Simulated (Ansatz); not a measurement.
Input of an Ansatz 0.2.0 run:

File input.yaml:

```yaml
crystal:
  lattice:
    - [0.0, 2.753244, 2.753244]
    - [2.753244, 0.0, 2.753244]
    - [2.753244, 2.753244, 0.0]
  atoms:
    - { symbol: Cd, position: [0.0, 0.0, 0.0] }
    - { symbol: S, position: [0.5, 0.5, 0.5] }
hamiltonian:
  xc: pbe
  pseudopotentials: { kind: paw }
  dispersion: d3bj
kpoints:
  mp_grid: { grid: [8, 8, 8] }
scf:
  occupations: { method: fermi_dirac, width: 0.05 }
output:
  forces: true
  stress: true
  eigenvalues: true
relax:
  f_tol: 0.01
  max_steps: 40
  cell: { stress_tol: 0.05 }
```

Potentials or basis: Ansatz PAW.

Command:

```console
$ ansatz run input.yaml --threads 2 --pin off --max-ram 5632MiB --backend cpu --events-out ev --progress --plain --runs-dir out
```

(1) What does it give for the band gap on the k mesh?

(2) Predict the space group after relaxing (to 0.05 Å).

(3) Predict the relaxed volume.

(4) Estimate the relaxed cell.

Results:

(1) 0.26 eV, indirect (least direct gap 1.87 eV).

(2) Fm-3m (No. 225).

(3) 19.92 Å³/atom.

(4) a = 3.834 Å, b = 3.834 Å, c = 3.834 Å, α = 60.00°, β = 60.00°, γ = 60.00°.

Caveat: the plane-wave basis is chosen anew once the cell has moved, so the energies of steps on either side of that aren't comparable.
